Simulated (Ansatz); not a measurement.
In doubt: masses and optical values from hybrid runs of this build are listed as unsure, which bears on the screening that GW takes from such a start.

Rows from a G0W0 calculation on GeS (Pnma) (Ansatz 0.2.0; G0W0 on HSE06, plane waves, PAW; 2×4×4 mesh, 373 empty bands, screening to 100 eV), in eV. Spin-orbit coupling is left out.

```tsv
row	Σx	Σc	Vxc	Z
A	-8.21	-3.50	-11.74	0.80
B	-7.32	-3.97	-11.27	0.79
C	-16.60	1.48	-15.07	0.77
D	-17.02	1.24	-15.76	0.78
```

Q: Which rows are filled states and which are empty ones, and how can one tell?

Filled: C and D. Empty: A and B. The sign of Σc tells: for a filled state bare exchange, which holds its interaction with itself, lies below Vxc (Σx − Vxc is -1.3 eV or lower here) and screening gives part back as a positive Σc. For an empty state Σx lies above Vxc (+3.5 eV or more) and the Coulomb hole leaves Σc negative.

[Paths, hosts, dates, memory and timing lines, banners, echoed tables and standing remarks are left out of the program output.]

[Logs are printed without paths, hosts, clocks, repeated set-up lines and the standing remarks that a program may print on its own settings, such as how far it seeks lower states.]

[Runs of the session that timed out or met a known fault of the program may be left out.]

[Cells called generated may have been cut or substituted from an entry of the Crystallography Open Database or the Materials Project.]

[Hosts, paths, dates, database ids (printed as entryN), source tags and the programs' standing remarks are cut or masked in the printed files.]
